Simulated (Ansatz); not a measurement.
Two Ansatz runs on HfN

The cell comes from COD entry 1539063, which wasn't checked; take it as a given geometry. The listed cell was then made from it by scaling, straining or moving an atom.

First run: DFT, PBE, all-electron PAW with datasets made for the crystal, scalar-relativistic (Ansatz 0.2.0).

Command: `ansatz run input.yaml --threads 1 --pin off --max-ram 2048MiB --backend cpu --events-out ev --progress --plain --runs-dir out` The run took 28 s on 1 thread of Arm Neoverse V1, with other jobs on the host, peak memory 0.69 GiB.

```yaml
crystal:
  lattice:
    - [0.0, 2.259, 2.259]
    - [2.259, 0.0, 2.259]
    - [2.259, 2.259, 0.0]
  atoms:
    - { symbol: Hf, position: [-0.0110668437, 0.0110668437, 0.0110668437] }
    - { symbol: "N", position: [0.5, 0.5, 0.5] }
kpoints:
  mp_grid: { grid: [10, 10, 10] }
scf:
  occupations: { method: fermi_dirac, width: 0.03 }
hamiltonian:
  xc: pbe
  pseudopotentials: { kind: all_electron, datasets: crystal }
output:
  forces: true
  stress: true
  eigenvalues: true
  efg: { contact_densities: true }
```

Result: converged; pressure 5.82 GPa; largest force 0.571 eV/Å; 10 SCF iterations.

Spin polarisation is left out, and whether a magnetic state lies lower isn't shown here.

No spin–orbit coupling, which matters for the heavy atoms here.

The input is then changed:

```diff
@@ -8,7 +8,8 @@
     - { symbol: "N", position: [0.5, 0.5, 0.5] }
 kpoints:
-  mp_grid: { grid: [10, 10, 10] }
+  mp_grid: { grid: [3, 3, 3] }
 scf:
   occupations: { method: fermi_dirac, width: 0.03 }
+  convergence: { dr2_threshold: 1.0e-09 }
 hamiltonian:
   xc: pbe
```

Predict the outcome of the changed run.

It converged; pressure 7.78 GPa; largest force 0.785 eV/Å; 12 SCF iterations. Some of these settings are too coarse for converged properties.
